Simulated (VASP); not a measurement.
Set up this calculation in VASP 6.6.1, as the native input.

```yaml
Task: single point
Functional: PBE
Potentials_or_basis: VASP PAW PBE potentials, release 64 (Ce)
Cutoff: 520 eV
k_mesh: 8 × 8 × 4
Occupations: fermi-dirac, width 0.05 eV
Spin: collinear spin, typed start
Starting_moments: "[1.0, 1.0] μB"
Dipole_correction: no
Further_INCAR_settings: ALGO = Normal; EDIFF = 1e-06; NBANDS = 23
```

The structure of Ce lies in POSCAR:

```
Ce
1.0
    3.2985203305      0.0000000000      0.0000000000
   -1.6492601653      2.8566024011      0.0000000000
    0.0000000000      0.0000000000      5.7196715851
Ce
2
Direct
    0.3333333333      0.6666666667      0.2500000000
    0.6666666667      0.3333333333      0.7500000000
```

This isn't the form of Ce at room conditions, which is fcc.

The input as run:

INCAR

```
  PREC = Accurate
  ENCUT = 520
  EDIFF = 1E-6
  ISMEAR = -1
  SIGMA = 0.05
  LREAL = False
  LASPH = True
  NELM = 150
  ALGO = Normal
  ISIF = 2
  LWAVE = False
  LCHARG = False
  ISPIN = 2
  MAGMOM = 1 1
  LORBIT = 11
  LMAXMIX = 6
  GGA = PE
  NBANDS = 23
```

KPOINTS

```
regular mesh
0
Gamma
  8 8 4
```

Potentials or basis: VASP PAW PBE potentials, release 64 (Ce).

The run is started by

```bash
$ cat potpaw_PBE.64/Ce/POTCAR > POTCAR
$ mpirun -np 1 vasp_std > vasp.out
```

It gave:

```yaml
Pressure: -0.4 GPa
Band_gap_on_the_k_mesh: none (metal or under the smearing width)
Net_moment: 0.02 μB per cell
Valence_electrons_inside_the_program's_atomic_spheres: Ce 9.91
```

Caveat: the magnetic or orbital state may not be the lowest; spin-orbit coupling is left out, which moves the levels of the heavy elements.

Run time: 59 s on 1 thread of Intel(R) Xeon(R) 6975P-C (Granite Rapids), with other jobs on the host, peak memory 0.25 GiB.
